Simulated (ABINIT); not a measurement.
Runs of ABINIT 10.8.3 (patched build) on BAs. It takes space group F-43m (No. 216, cubic). Conventional cell: a = 4.777 Å, b = 4.777 Å, c = 4.777 Å, α = 90.00°, β = 90.00°, γ = 90.00°. As (site symmetry -43m) is surrounded by 4 B at 2.07 Å. B (site symmetry -43m) is surrounded by 4 As at 2.07 Å. 

```tsv
level	gap on the mesh (eV)	pressure (GPa)
PW91	1.20	2.6
SCAN	1.41	(b)
BLYP	1.41	7.6
AM05	1.12	-0.9
RPBE	1.21	5.4
WC	(d)	(a)
LDA	(c)	-3.8
r2SCAN	1.36	0.7
```

Alike in all rows: task single point; potentials or basis JTH PAW PBE v2.0; no spin polarisation; cell as given; k mesh 10 × 10 × 10; cutoff (eV) 490; smearing fermi-dirac 0.05 eV.

Question: Fill in the values left out.

Answer: (a) -0.6; (b) -0.7; (c) 1.13; (d) 1.09.

Caveats: the PAW data sets were made with another functional, which shifts forces and pressure a little.

A k mesh can miss the band edges, and the runs leave out spin-orbit coupling on As.

Runs at the PBE level aren't shown here.
